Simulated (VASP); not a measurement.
**PbS: relaxation of cell and atoms with PBEsol**

PbS, a slab with vacuum:

```
CELL_PARAMETERS angstrom
2.94050 -2.90000 0.00000
2.94050 2.90000 0.00000
-1.08005 0.00000 11.70929
ATOMIC_POSITIONS crystal
Pb 0.77560 0.77560 0.63638
Pb 0.22440 0.22440 0.36362
S 0.26840 0.26840 0.59860
S 0.73160 0.73160 0.40140
```

```yaml
Program: VASP 6.6.1
Task: relaxation of cell and atoms
Functional: PBEsol
Potentials_or_basis: VASP PAW PBE potentials, release 64 (Pb_d, S)
Cutoff: 600 eV
k_mesh: 6 × 6 × 2
Occupations: gaussian, width 0.1 eV
Spin: no spin polarisation
Dipole_correction: no
Further_INCAR_settings: ALGO = Fast; EDIFF = 1e-06; IBRION = 2; EDIFFG = -0.05; NSW = 100; ISIF = 3
```

```
Relaxed volume                         : 49.12 Å³/atom
Relaxed cell                           : a = 4.165 Å, b = 4.165 Å, c = 11.381 Å, α = 93.97°, β = 93.97°, γ = 89.94°
Space group after relaxing (to 0.05 Å) : C2/m (No. 12)
Energy gained by relaxing              : 28.9 meV/atom
Ionic steps                            : 11
Largest force after relaxing           : 0.009 eV/Å
Band gap on the k mesh                 : 1.98 eV, indirect (least direct gap 2.05 eV)
```

Forces on the atoms (eV/Å):
```
Pb   0.000  0.000 -0.006
Pb   0.000  0.000  0.006
S    0.006  0.000  0.007
S   -0.006  0.000 -0.007
```

Step by step:
| step | energy change (eV) | largest force (eV/Å) | pressure (GPa) | volume (Å³) |
| --- | --- | --- | --- | --- |
| 1 | 0.0000 | 0.6763 | -1.07 | 199.70 |
| 2 | -0.0576 | 0.2718 | 0.71 | 190.16 |
| 3 | -0.0621 | 0.1522 | 0.30 | 192.08 |
| 4 | -0.0707 | 0.2062 | 0.09 | 193.74 |
| 5 | -0.0725 | 0.2477 | -0.06 | 195.01 |
| 6 | -0.0805 | 0.2007 | -0.13 | 195.72 |
| 7 | -0.0971 | 0.1756 | -0.39 | 197.88 |
| 8 | -0.0957 | 0.2707 | -0.91 | 202.24 |
| 9 | -0.1024 | 0.2300 | -0.61 | 199.82 |
| 10 | -0.1084 | 0.1684 | -0.44 | 198.92 |
| 11 | -0.1156 | 0.0090 | 0.04 | 196.47 |

Final structure:
```
Pb S
1.0
     2.94648   -2.94365   -0.00401
     2.94648    2.94365   -0.00401
    -1.09794    0.00000   11.32758
Pb S
2 2
Direct
  0.77315 0.77315 0.62409
  0.22685 0.22685 0.37591
  0.27054 0.27054 0.61101
  0.72946 0.72946 0.38899
```

Levels at points of the mesh, in eV from the valence-band top:
| k point | band 18 | band 19 | band 20 | band 21 | band 22 | band 23 |
| --- | --- | --- | --- | --- | --- | --- |
| (0.00, 0.00, 0.00) | -1.45 | -1.44 | -0.18 | 2.14 | 3.85 | 4.81 |
| (0.50, 0.00, 0.00) | -1.03 | -0.03 | -0.03 | 2.02 | 2.02 | 3.06 |
| (0.50, 0.50, 0.00) | -2.90 | -1.42 | -1.41 | 4.25 | 4.27 | 5.38 |
| (0.00, 0.00, 0.50) | -1.45 | -1.44 | -0.18 | 1.98 | 4.77 | 4.81 |
| (0.50, 0.00, 0.50) | -1.03 | -0.03 | -0.03 | 2.02 | 2.02 | 3.06 |
| (0.50, 0.50, 0.50) | -2.90 | -1.42 | -1.41 | 4.24 | 4.25 | 5.36 |

Run time: 12 min on 1 thread of Intel(R) Xeon(R) 6975P-C (Granite Rapids), on a shared host, peak memory 0.46 GiB.

Caveat: the PAW data sets were made with another functional, which shifts forces and pressure a little; spin-orbit coupling is left out, which as a rule narrows the gap of such compounds by several tenths of an eV; the relaxation stopped at a loose force limit of 0.05 eV/Å, so its end isn't a converged minimum.
